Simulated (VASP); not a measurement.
The system is LiF (Griceite).

```
CELL_PARAMETERS angstrom
0.00000 1.99848 1.99848
1.99848 0.00000 1.99848
1.99848 1.99848 0.00000
ATOMIC_POSITIONS crystal
Li 0.00000 0.00000 0.00000
F 0.50000 0.50000 0.50000
```

Base run:

- Program: VASP 6.6.1
- Functional: r2SCAN
- Potentials or basis: VASP PAW PBE potentials, release 64 (Li_sv, F)
- Cutoff: 520 eV
- k mesh: 12 × 12 × 12
- Occupations: gaussian, width 0.03 eV
- Spin: no spin polarisation

Its results: band gap on the k mesh 10.50 eV, direct.

Question: The run is repeated on the same cell with these changes: functional from r2SCAN to LDA; potentials or basis from VASP PAW PBE potentials, release 64 (Li_sv, F) to VASP PAW LDA potentials, release 64 (Li_sv, F). What comes out?

Answer: Band gap on the k mesh 9.05 eV, direct.
